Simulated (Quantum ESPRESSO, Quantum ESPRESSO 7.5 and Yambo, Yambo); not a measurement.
**RbCl (Fm-3m): G0W0 with Yambo, start to end**

Aim: the G0W0 gap of RbCl (Fm-3m) on PBE, step by step.

Method: PBE and many-body steps on it, plane waves, in Quantum ESPRESSO 7.5 and Yambo 5.3.0.

**1. Set-up**

It takes space group Fm-3m (No. 225, cubic). The conventional cell has a = 6.579 Å, b = 6.579 Å, c = 6.579 Å, α = 90.00°, β = 90.00°, γ = 90.00°. Nearest to Rb lie 6 Cl at 3.29 Å. Nearest to Cl lie 6 Rb at 3.29 Å. Farther neighbours and most contacts between anions are not listed.

The cell and positions come from the Crystallography Open Database and are kept as given unless a step says otherwise.

**2. Ground state**

This step: Quantum ESPRESSO 7.5; DFT, PBE, plane waves, norm-conserving pseudopotentials.

The ground-state density comes first.

File pw.in:

```
&control
  calculation = 'scf'
  prefix = 'x'
  outdir = 'o'
  pseudo_dir = 'pseudo'
/
&system
  ibrav = 0
  nat = 2
  ntyp = 2
  ecutwfc = 50.0
  nbnd = 13
  force_symmorphic = .true.
/
&electrons
  conv_thr = 1e-10
  electron_maxstep = 80
  mixing_beta = 0.5
/
ATOMIC_SPECIES
  Rb 85.468 Rb.upf
  Cl 35.45 Cl.upf
CELL_PARAMETERS angstrom
  -0.0000000000 3.2895000000 3.2895000000
  3.2895000000 -0.0000000000 3.2895000000
  3.2895000000 3.2895000000 -0.0000000000
ATOMIC_POSITIONS crystal
  Rb 0.0000000000 0.0000000000 0.0000000000
  Cl 0.5000000000 0.5000000000 0.5000000000
K_POINTS automatic
  6 6 6 0 0 0
```

Started as:

```
$ OMP_NUM_THREADS=1 mpirun -n 4 pw.x -nk 4 -in pw.in > pw.out
```

Log:

```text
Program PWSCF v.7.5 starts

     This program is part of the open-source Quantum ESPRESSO suite
     for quantum simulation of materials; please cite
         "P. Giannozzi et al., J. Phys.:Condens. Matter 21 395502 (2009);
         "P. Giannozzi et al., J. Phys.:Condens. Matter 29 465901 (2017);
         "P. Giannozzi et al., J. Chem. Phys. 152 154105 (2020);
     in publications or presentations arising from this work. More details at
     Message from routine setup:
     using ibrav=0 with symmetry is DISCOURAGED, use correct ibrav instead

     G-vector sticks info

     bravais-lattice index     =            0
     lattice parameter (alat)  =       8.7911  a.u.
     unit-cell volume          =     480.4147 (a.u.)^3
     number of atoms/cell      =            2
     number of atomic types    =            2
     number of electrons       =        16.00
     number of Kohn-Sham states=           13
     kinetic-energy cutoff     =      50.0000  Ry
     charge density cutoff     =     200.0000  Ry
     scf convergence threshold =      1.0E-10
     mixing beta               =       0.5000
     number of iterations used =            8  plain     mixing
     Exchange-correlation= PBE
                           (   1   4   3   4   0   0   0)

     celldm(1)=   8.791111  celldm(2)=   0.000000  celldm(3)=   0.000000
     celldm(4)=   0.000000  celldm(5)=   0.000000  celldm(6)=   0.000000

     crystal axes: (cart. coord. in units of alat)
               a(1) = (  -0.000000   0.707107   0.707107 )
               a(2) = (   0.707107  -0.000000   0.707107 )
               a(3) = (   0.707107   0.707107  -0.000000 )

     reciprocal axes: (cart. coord. in units 2 pi/alat)
               b(1) = ( -0.707107  0.707107  0.707107 )
               b(2) = (  0.707107 -0.707107  0.707107 )
               b(3) = (  0.707107  0.707107 -0.707107 )
     Pseudo is Norm-conserving + core correction, Zval =  9.0
     Generated using ONCVPSP code by D. R. Hamann
     Using radial grid of 2308 points,  6 beta functions with:
     Pseudo is Norm-conserving + core correction, Zval =  7.0
     Generated using ONCVPSP code by D. R. Hamann
     Using radial grid of 1028 points,  6 beta functions with:
     Rb                9.00    85.46800     Rb( 1.00)
     Cl                7.00    35.45000     Cl( 1.00)

     48 Sym. Ops., with inversion, found

   Cartesian axes

     site n.     atom                  positions (alat units)
         1        Rb     tau(   1) = (   0.0000000   0.0000000   0.0000000  )
         2        Cl     tau(   2) = (   0.7071068   0.7071068   0.7071068  )

     number of k points=    16
                       cart. coord. in units 2pi/alat
        k(    1) = (   0.0000000   0.0000000   0.0000000), wk =   0.0092593
        k(    2) = (   0.1178511   0.1178511  -0.1178511), wk =   0.0740741
        k(    3) = (   0.2357023   0.2357023  -0.2357023), wk =   0.0740741
        k(    4) = (  -0.3535534  -0.3535534   0.3535534), wk =   0.0370370
        k(    5) = (   0.2357023   0.0000000  -0.0000000), wk =   0.0555556
        k(    6) = (   0.3535534   0.1178511  -0.1178511), wk =   0.2222222
        k(    7) = (  -0.2357023  -0.4714045   0.4714045), wk =   0.2222222
        k(    8) = (  -0.1178511  -0.3535534   0.3535534), wk =   0.2222222
        k(    9) = (   0.0000000  -0.2357023   0.2357023), wk =   0.1111111
        k(   10) = (   0.4714045   0.0000000  -0.0000000), wk =   0.0555556
     [... 4 further rows ...]
        k(   15) = (  -0.1178511  -0.3535534   0.5892557), wk =   0.2222222
        k(   16) = (  -0.7071068   0.2357023   0.0000000), wk =   0.1111111

     Dense  grid:    22995 G-vectors     FFT dimensions: (  40,  40,  40)

     Initial potential from superposition of free atoms

     starting charge      15.9752, renormalised to      16.0000
     Starting wfcs are    9 randomized atomic wfcs +    4 random wfcs

     per-process dynamical memory:    20.4 Mb

     Self-consistent Calculation

     iteration #  1     ecut=    50.00 Ry     beta= 0.50

     Threshold (ethr) on eigenvalues was too large:
     Diagonalizing with lowered threshold

     total energy              =     -87.21609504 Ry
     estimated scf accuracy    <       0.08357746 Ry

     iteration #  2     ecut=    50.00 Ry     beta= 0.50

     total energy              =     -87.23528009 Ry
     estimated scf accuracy    <       0.00477331 Ry

     iteration #  3     ecut=    50.00 Ry     beta= 0.50

     total energy              =     -87.23612602 Ry
     estimated scf accuracy    <       0.00103481 Ry

     iteration #  4     ecut=    50.00 Ry     beta= 0.50

     total energy              =     -87.23621833 Ry
     estimated scf accuracy    <       0.00001940 Ry

     iteration #  5     ecut=    50.00 Ry     beta= 0.50

     total energy              =     -87.23622639 Ry
     estimated scf accuracy    <       0.00000308 Ry

     iteration #  6     ecut=    50.00 Ry     beta= 0.50

     total energy              =     -87.23622752 Ry
     estimated scf accuracy    <       0.00000032 Ry

     iteration #  7     ecut=    50.00 Ry     beta= 0.50

     total energy              =     -87.23622759 Ry
     estimated scf accuracy    <          1.4E-09 Ry

     iteration #  8     ecut=    50.00 Ry     beta= 0.50

     total energy              =     -87.23622760 Ry
     estimated scf accuracy    <          2.7E-09 Ry

     iteration #  9     ecut=    50.00 Ry     beta= 0.50

     End of self-consistent calculation

          k = 0.0000 0.0000 0.0000 (  2837 PWs)   bands (ev):

   -22.8688 -10.9397  -6.9125  -6.9125  -6.9125   1.0595   1.0595   1.0595
     6.0622   9.0467   9.0467   9.0467  10.0184

          k = 0.1179 0.1179-0.1179 (  2836 PWs)   bands (ev):

   -22.8649 -10.9556  -6.9156  -6.9156  -6.9057   0.8038   0.9702   0.9702
     6.6828   8.8772   9.3906   9.3906  10.4238

          k = 0.2357 0.2357-0.2357 (  2872 PWs)   bands (ev):

   -22.8569 -10.9871  -6.9217  -6.9217  -6.8925   0.3809   0.8016   0.8016
     8.0194   8.8736  10.3417  10.3417  11.4529

          k =-0.3536-0.3536 0.3536 (  2884 PWs)   bands (ev):

     [... further k-points ...]

     highest occupied, lowest unoccupied level (ev):     1.0595    6.0622

!    total energy              =     -87.23622760 Ry
     estimated scf accuracy    <          6.5E-11 Ry

     The total energy is the sum of the following terms:
     one-electron contribution =     -20.86954624 Ry
     hartree contribution      =      15.81904037 Ry
     xc contribution           =     -23.20016521 Ry
     ewald contribution        =     -58.98555651 Ry

     convergence has been achieved in   9 iterations

     XML data file, charge density, pseudopotentials, collected wavefunctions

=------------------------------------------------------------------------------=
   JOB DONE.
=------------------------------------------------------------------------------=
```

It took 3.6 s on 4 MPI ranks of Arm Neoverse V1, shared host; peak memory 0.27 GiB; 14 s of CPU time.

Numbers from this step:

```yaml
total_energy: -1186.9093 eV
gap: 5.003 eV
k_of_the_valence_top: 0, 0, 0
k_of_the_conduction_bottom: 0, 0, 0
least_direct_gap: 5.003 eV
```

The gap is direct, at Γ.

**3. Bands along the symmetry lines**

Levels along a band path, at the cheap level, show where the edges lie and whether the meshes to come will hold them.

File pw.in:

```
&control
  calculation = 'bands'
  prefix = 'x'
  outdir = 'o'
  pseudo_dir = 'pseudo'
/
&system
  ibrav = 0
  nat = 2
  ntyp = 2
  ecutwfc = 50.0
  nbnd = 14
  force_symmorphic = .true.
/
&electrons
  conv_thr = 1e-9
  electron_maxstep = 80
  diago_full_acc = .true.
  diago_thr_init = 5e-6
/
ATOMIC_SPECIES
  Rb 85.468 Rb.upf
  Cl 35.45 Cl.upf
CELL_PARAMETERS angstrom
  -0.0000000000 3.2895000000 3.2895000000
  3.2895000000 -0.0000000000 3.2895000000
  3.2895000000 3.2895000000 -0.0000000000
ATOMIC_POSITIONS crystal
  Rb 0.0000000000 0.0000000000 0.0000000000
  Cl 0.5000000000 0.5000000000 0.5000000000
K_POINTS crystal
  50
  0.00000000 0.00000000 0.00000000 1
  0.06250000 0.00000000 0.06250000 1
  0.12500000 0.00000000 0.12500000 1
  0.18750000 0.00000000 0.18750000 1
  0.25000000 0.00000000 0.25000000 1
  0.31250000 0.00000000 0.31250000 1
  0.37500000 0.00000000 0.37500000 1
  0.43750000 0.00000000 0.43750000 1
  0.50000000 0.00000000 0.50000000 1
  0.51562500 0.03125000 0.51562500 1
  0.53125000 0.06250000 0.53125000 1
  0.54687500 0.09375000 0.54687500 1
  0.56250000 0.12500000 0.56250000 1
  0.57812500 0.15625000 0.57812500 1
  0.59375000 0.18750000 0.59375000 1
  0.60937500 0.21875000 0.60937500 1
  0.62500000 0.25000000 0.62500000 1
  0.37500000 0.37500000 0.75000000 1
  0.32812500 0.32812500 0.65625000 1
  0.28125000 0.28125000 0.56250000 1
  0.23437500 0.23437500 0.46875000 1
  0.18750000 0.18750000 0.37500000 1
  0.14062500 0.14062500 0.28125000 1
  0.09375000 0.09375000 0.18750000 1
  0.04687500 0.04687500 0.09375000 1
  0.00000000 0.00000000 0.00000000 1
  0.06250000 0.06250000 0.06250000 1
  0.12500000 0.12500000 0.12500000 1
  0.18750000 0.18750000 0.18750000 1
  0.25000000 0.25000000 0.25000000 1
  0.31250000 0.31250000 0.31250000 1
  0.37500000 0.37500000 0.37500000 1
  0.43750000 0.43750000 0.43750000 1
  0.50000000 0.50000000 0.50000000 1
  0.50000000 0.46875000 0.53125000 1
  0.50000000 0.43750000 0.56250000 1
  0.50000000 0.40625000 0.59375000 1
  0.50000000 0.37500000 0.62500000 1
  0.50000000 0.34375000 0.65625000 1
  0.50000000 0.31250000 0.68750000 1
  0.50000000 0.28125000 0.71875000 1
  0.50000000 0.25000000 0.75000000 1
  0.50000000 0.21875000 0.71875000 1
  0.50000000 0.18750000 0.68750000 1
  0.50000000 0.15625000 0.65625000 1
  0.50000000 0.12500000 0.62500000 1
  0.50000000 0.09375000 0.59375000 1
  0.50000000 0.06250000 0.56250000 1
  0.50000000 0.03125000 0.53125000 1
  0.50000000 0.00000000 0.50000000 1
```

Log:

```text
[banner, memory and clock lines left out]
Program PWSCF v.7.5 starts

     Atomic positions and unit cell read from directory:
     o/x.save/

     Message from routine setup:
     using ibrav=0 with symmetry is DISCOURAGED, use correct ibrav instead

     G-vector sticks info

     bravais-lattice index     =            0
     lattice parameter (alat)  =       8.7911  a.u.
     unit-cell volume          =     480.4147 (a.u.)^3
     number of atoms/cell      =            2
     number of atomic types    =            2
     number of electrons       =        16.00
     number of Kohn-Sham states=           14
     kinetic-energy cutoff     =      50.0000  Ry
     charge density cutoff     =     200.0000  Ry
     Exchange-correlation= PBE
                           (   1   4   3   4   0   0   0)

     celldm(1)=   8.791111  celldm(2)=   0.000000  celldm(3)=   0.000000
     celldm(4)=   0.000000  celldm(5)=   0.000000  celldm(6)=   0.000000

     crystal axes: (cart. coord. in units of alat)
               a(1) = (  -0.000000   0.707107   0.707107 )
               a(2) = (   0.707107  -0.000000   0.707107 )
               a(3) = (   0.707107   0.707107  -0.000000 )

     reciprocal axes: (cart. coord. in units 2 pi/alat)
               b(1) = ( -0.707107  0.707107  0.707107 )
               b(2) = (  0.707107 -0.707107  0.707107 )
               b(3) = (  0.707107  0.707107 -0.707107 )
     Pseudo is Norm-conserving + core correction, Zval =  9.0
     Generated using ONCVPSP code by D. R. Hamann
     Using radial grid of 2308 points,  6 beta functions with:
     Pseudo is Norm-conserving + core correction, Zval =  7.0
     Generated using ONCVPSP code by D. R. Hamann
     Using radial grid of 1028 points,  6 beta functions with:
     Rb                9.00    85.46800     Rb( 1.00)
     Cl                7.00    35.45000     Cl( 1.00)

     48 Sym. Ops., with inversion, found

   Cartesian axes

     site n.     atom                  positions (alat units)
         1        Rb     tau(   1) = (   0.0000000   0.0000000   0.0000000  )
         2        Cl     tau(   2) = (   0.7071068   0.7071068   0.7071068  )

     number of k points=    50
                       cart. coord. in units 2pi/alat
        k(    1) = (   0.0000000   0.0000000   0.0000000), wk =   0.0400000
        k(    2) = (   0.0000000   0.0883883   0.0000000), wk =   0.0400000
        k(    3) = (   0.0000000   0.1767767   0.0000000), wk =   0.0400000
[...]
[... 38 further rows ...]
        k(   49) = (   0.0441942   0.7071068   0.0000000), wk =   0.0400000
        k(   50) = (   0.0000000   0.7071068   0.0000000), wk =   0.0400000

     Dense  grid:    22995 G-vectors     FFT dimensions: (  40,  40,  40)

     The potential is recalculated from file :
     o/x.save/charge-density

     Starting wfcs are    9 randomized atomic wfcs +    5 random wfcs

     Band Structure Calculation

     End of band structure calculation

          k = 0.0000 0.0000 0.0000 (  2837 PWs)   bands (ev):

   -22.8688 -10.9398  -6.9124  -6.9124  -6.9124   1.0594   1.0594   1.0594
     6.0622   9.0467   9.0467   9.0467  10.0184  10.0184

          k = 0.0000 0.0884 0.0000 (  2822 PWs)   bands (ev):

   -22.8680 -10.9429  -6.9162  -6.9162  -6.9054   0.9838   1.0528   1.0528
     6.1848   8.9286   9.1488   9.1488  10.0511  10.1417

          k = 0.0000 0.1768 0.0000 (  2834 PWs)   bands (ev):

   -22.8657 -10.9495  -6.9271  -6.9271  -6.8924   0.8072   1.0352   1.0352
     6.5064   8.6380   9.4489   9.4489  10.1468  10.4874

          k =-0.0000 0.2652 0.0000 (  2858 PWs)   bands (ev):

[...]
k = 0.0000 0.4419-0.0000 (  2866 PWs)   bands (ev):

[...]
k =-0.0000 0.5303 0.0000 (  2870 PWs)   bands (ev):

[...]
k = 0.0000 0.6187-0.0000 (  2866 PWs)   bands (ev):

[...]
k = 0.4640 0.4640-0.0000 (  2878 PWs)   bands (ev):

[...]
k = 0.3315 0.3315-0.0000 (  2862 PWs)   bands (ev):

[...]
k = 0.3094 0.7071-0.0000 (  2860 PWs)   bands (ev):

[...]
k = 0.2210 0.7071-0.0000 (  2868 PWs)   bands (ev):

[...]
k = 0.1768 0.7071-0.0000 (  2874 PWs)   bands (ev):

[...]
k = 0.0442 0.7071 0.0000 (  2884 PWs)   bands (ev):

   -22.8484 -10.8933  -7.1685  -7.0150  -7.0092   0.7411   0.9447   0.9549
     7.2917   9.1605  10.7217  11.1302  11.4117  12.8128

          k = 0.0000 0.7071 0.0000 (  2874 PWs)   bands (ev):

   -22.8484 -10.8921  -7.1700  -7.0135  -7.0135   0.7400   0.9582   0.9582
     7.2658   9.1266  10.7767  11.1044  11.4346  12.7855

     XML data file, pseudopotentials, collected wavefunctions
```

Wall time 4.1 s (4 MPI ranks); peak memory 0.24 GiB.

This step gave:

| Quantity | Value |
| --- | --- |
| gap | 5.003 eV |
| k of the valence top | 0, 0, 0 |
| k of the conduction bottom | 0, 0, 0 |
| least direct gap | 5.003 eV |

The gap is 5.003 eV, as in the run before at this level.

The electronic bands at the labelled points (eV, zero at the top of the highest filled band; v1 is the highest filled band, c1 the lowest empty one):

```tsv
point	v4	v3	v2	v1	c1	c2	c3	c4
Γ	-7.97	0.00	0.00	0.00	5.00	7.99	7.99	7.99
halfway	-7.99	-0.53	-0.07	-0.07	6.37	6.89	9.43	9.50
X	-8.07	-0.32	-0.10	-0.10	6.21	8.07	9.72	10.04
halfway	-8.06	-0.31	-0.19	-0.14	6.41	8.33	9.36	10.20
U	-8.03	-0.40	-0.28	-0.22	6.95	8.71	9.06	9.75
jump to K	-8.03	-0.40	-0.28	-0.22	6.95	8.71	9.06	9.75
halfway	-7.95	-0.59	-0.27	-0.11	6.66	7.61	8.82	9.51
Γ	-7.97	0.00	0.00	0.00	5.00	7.99	7.99	7.99
halfway	-7.96	-0.48	-0.18	-0.18	6.27	7.77	8.74	8.74
L	-7.95	-0.86	-0.34	-0.34	7.75	7.98	10.16	10.16
halfway	-7.96	-0.65	-0.29	-0.29	7.73	7.86	9.74	9.90
W	-7.96	-0.44	-0.24	-0.24	7.67	7.67	9.34	9.37
halfway	-8.02	-0.30	-0.27	-0.15	6.61	8.53	8.99	10.05
X	-8.07	-0.32	-0.10	-0.10	6.21	8.07	9.72	10.04
```

**4. Empty states on the mesh, 4×4×4 mesh, 194 bands**

The sums over transitions need many empty states on a uniform mesh; this step solves for them.

File pw.in:

```
&control
  calculation = 'nscf'
  prefix = 'x'
  outdir = 'o'
  pseudo_dir = 'pseudo'
/
&system
  ibrav = 0
  nat = 2
  ntyp = 2
  ecutwfc = 50.0
  nbnd = 194
  force_symmorphic = .true.
/
&electrons
  conv_thr = 1e-9
  electron_maxstep = 80
  diago_full_acc = .true.
  diago_thr_init = 5e-6
/
ATOMIC_SPECIES
  Rb 85.468 Rb.upf
  Cl 35.45 Cl.upf
CELL_PARAMETERS angstrom
  -0.0000000000 3.2895000000 3.2895000000
  3.2895000000 -0.0000000000 3.2895000000
  3.2895000000 3.2895000000 -0.0000000000
ATOMIC_POSITIONS crystal
  Rb 0.0000000000 0.0000000000 0.0000000000
  Cl 0.5000000000 0.5000000000 0.5000000000
K_POINTS automatic
  4 4 4 0 0 0
```

Log:

```text
[banner, memory and clock lines left out]
Program PWSCF v.7.5 starts

     Atomic positions and unit cell read from directory:
     o/x.save/

     Message from routine setup:
     using ibrav=0 with symmetry is DISCOURAGED, use correct ibrav instead

     G-vector sticks info

     bravais-lattice index     =            0
     lattice parameter (alat)  =       8.7911  a.u.
     unit-cell volume          =     480.4147 (a.u.)^3
     number of atoms/cell      =            2
     number of atomic types    =            2
     number of electrons       =        16.00
     number of Kohn-Sham states=          194
     kinetic-energy cutoff     =      50.0000  Ry
     charge density cutoff     =     200.0000  Ry
     Exchange-correlation= PBE
                           (   1   4   3   4   0   0   0)

     celldm(1)=   8.791111  celldm(2)=   0.000000  celldm(3)=   0.000000
     celldm(4)=   0.000000  celldm(5)=   0.000000  celldm(6)=   0.000000

     crystal axes: (cart. coord. in units of alat)
               a(1) = (  -0.000000   0.707107   0.707107 )
               a(2) = (   0.707107  -0.000000   0.707107 )
               a(3) = (   0.707107   0.707107  -0.000000 )

     reciprocal axes: (cart. coord. in units 2 pi/alat)
               b(1) = ( -0.707107  0.707107  0.707107 )
               b(2) = (  0.707107 -0.707107  0.707107 )
               b(3) = (  0.707107  0.707107 -0.707107 )
     Pseudo is Norm-conserving + core correction, Zval =  9.0
     Generated using ONCVPSP code by D. R. Hamann
     Using radial grid of 2308 points,  6 beta functions with:
     Pseudo is Norm-conserving + core correction, Zval =  7.0
     Generated using ONCVPSP code by D. R. Hamann
     Using radial grid of 1028 points,  6 beta functions with:
     Rb                9.00    85.46800     Rb( 1.00)
     Cl                7.00    35.45000     Cl( 1.00)

     48 Sym. Ops., with inversion, found

   Cartesian axes

     site n.     atom                  positions (alat units)
         1        Rb     tau(   1) = (   0.0000000   0.0000000   0.0000000  )
         2        Cl     tau(   2) = (   0.7071068   0.7071068   0.7071068  )

     number of k points=     8
                       cart. coord. in units 2pi/alat
        k(    1) = (   0.0000000   0.0000000   0.0000000), wk =   0.0312500
        k(    2) = (   0.1767767   0.1767767  -0.1767767), wk =   0.2500000
        k(    3) = (  -0.3535534  -0.3535534   0.3535534), wk =   0.1250000
[...]
k(    7) = (  -0.7071068   0.0000000   0.0000000), wk =   0.0937500
        k(    8) = (  -0.7071068   0.3535534   0.0000000), wk =   0.1875000

     Dense  grid:    22995 G-vectors     FFT dimensions: (  40,  40,  40)

     The potential is recalculated from file :
     o/x.save/charge-density

     Starting wfcs are    9 randomized atomic wfcs +  185 random wfcs

     Band Structure Calculation

     End of band structure calculation

          k = 0.0000 0.0000 0.0000 (  2837 PWs)   bands (ev):

   -22.8688 -10.9398  -6.9124  -6.9124  -6.9124   1.0594   1.0594   1.0594
     6.0622   9.0467   9.0467   9.0467  10.0184  10.0184  13.1512  17.8235
    17.8235  17.8235  19.2778  19.2778  19.2778  20.6412  20.6412  20.7040
[...]
[... 13 further rows ...]
[...]
111.8243 111.8243

          k = 0.1768 0.1768-0.1768 (  2872 PWs)   bands (ev):

[...]
[... 13 further rows ...]
[...]
107.3462 107.3462

          k =-0.3536-0.3536 0.3536 (  2884 PWs)   bands (ev):

[...]
52.4359  52.7391  55.5416  55.5416  56.5941  56.5941  56.8738  56.8738
     [... 13 further rows ...]
   105.3022 105.3022 105.5681 106.3464 106.5887 106.5887 107.2733 107.2734
   108.1899 108.4396

          k = 0.3536 0.0000 0.0000 (  2858 PWs)   bands (ev):

     [... further k-points ...]

     highest occupied, lowest unoccupied level (ev):     1.0594    6.0622

     XML data file, pseudopotentials, collected wavefunctions
```

Elapsed: 12 s, on 4 MPI ranks; peak memory 0.43 GiB; 48 s of CPU time.

This step gave:

```yaml
gap: 5.003 eV
k_of_the_valence_top: 0, 0, 0
k_of_the_conduction_bottom: 0, 0, 0
least_direct_gap: 5.003 eV
k_points_computed: 8
lowest_point_of_the_top_converged_band_above_the_valence_top: 104.8362 eV
```

On this mesh the gap is 5.003 eV.

(Continued in part 2 of 2.)

[Paths, hosts, dates, memory and timing lines, banners, echoed tables and standing remarks are left out of the program output.]

[Logs are printed without paths, hosts, clocks, repeated set-up lines and the standing remarks that a program may print on its own settings, such as how far it seeks lower states.]

[Runs of the session that timed out or met a known fault of the program may be left out.]

[Hosts, paths, dates, database ids (printed as entryN), source tags and the programs' standing remarks are cut or masked in the printed files.]
